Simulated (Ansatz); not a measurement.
Consider BeO in the wurtzite structure (space group P6_3mc, No. 186; a = 2.6905 Å, c = 4.3699 Å). Axes: x lies along a and z along c of the hexagonal cell.

It is then changed as follows: a free-standing slab of 1 layer (4 atoms, 4 a layer) is cut normal to the y axis, with 15 Å of vacuum and the in-plane cell held at bulk.

All numbers come from r2SCAN (Ansatz, a program for electronic structure), no SOC.

### Question
Give the band edges at the high-symmetry points of the new zone, measured from its valence-band maximum.

### Answer
```json
[
 {"point": "Γ", "valence edge (eV)": "0.00", "conduction edge (eV)": "6.15"},
 {"point": "X", "valence edge (eV)": "-0.49", "conduction edge (eV)": "9.95"},
 {"point": "Z", "valence edge (eV)": "-1.54", "conduction edge (eV)": "8.13"},
 {"point": "U", "valence edge (eV)": "-0.43", "conduction edge (eV)": "9.54"}
]
```

The gap is 6.15 eV, direct at Γ.

No phonon test of stability was made. k-point labels follow each cell's own Brillouin zone.
